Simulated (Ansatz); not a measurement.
Wanted: the native input for an Ansatz 0.2.0 run.

- Task: band structure
- Functional: PBEsol
- Potentials or basis: Ansatz PAW
- Cutoff: 420 eV (not typed: the program's choice for these potentials)
- k mesh: 11 × 11 × 11
- Occupations: fermi-dirac, width 0.05 eV
- Spin: no spin polarisation
- Path: [["G", "H", "N", "G", "P", "H"], ["P", "N"]]
- Points for each segment of the path: 14

Crystal: Ag.

```xyz
1
Lattice="-1.6557 1.6557 1.6557 1.6557 -1.6557 1.6557 1.6557 1.6557 -1.6557" Properties=species:S:1:pos:R:3 pbc="T T T"
Ag    0.0000    0.0000    0.0000
```

This isn't the form of Ag at room conditions, which is fcc.

One way to write it, as run:

input.yaml

```yaml
crystal:
  lattice:
    - [-1.655654, 1.655654, 1.655654]
    - [1.655654, -1.655654, 1.655654]
    - [1.655654, 1.655654, -1.655654]
  atoms:
    - { symbol: Ag, position: [0.0, 0.0, 0.0] }
hamiltonian:
  xc: pbesol
  pseudopotentials: { kind: paw }
kpoints:
  mp_grid: { grid: [11, 11, 11] }
  band_path:
    path:
      - [[0.0, 0.0, 0.0], [0.5, -0.5, 0.5], [0.0, 0.0, 0.5], [0.0, 0.0, 0.0], [0.25, 0.25, 0.25], [0.5, -0.5, 0.5]]
      - [[0.25, 0.25, 0.25], [0.0, 0.0, 0.5]]
    npoints: 14
scf:
  occupations: { method: fermi_dirac, width: 0.05 }
  n_extra_bands: 6
output:
  forces: true
  stress: true
  eigenvalues: true
  fatbands: false
```

Potentials or basis: Ansatz PAW.

Command:

```bash
$ ansatz run input.yaml --threads 2 --pin off --max-ram 5632MiB --backend cpu --events-out ev --progress --plain --runs-dir out
```

Results of the run:

```yaml
Pressure: -7.3 GPa
Band_gap_on_the_k_mesh: none (metal or under the smearing width)
```

Caveat: the PAW data sets come from PBE, with cores solved anew for the run's functional, which leaves a small shift of forces and pressure.

It took 1 s on 2 threads of Arm Neoverse V1 (shared host), peak memory 0.26 GiB.
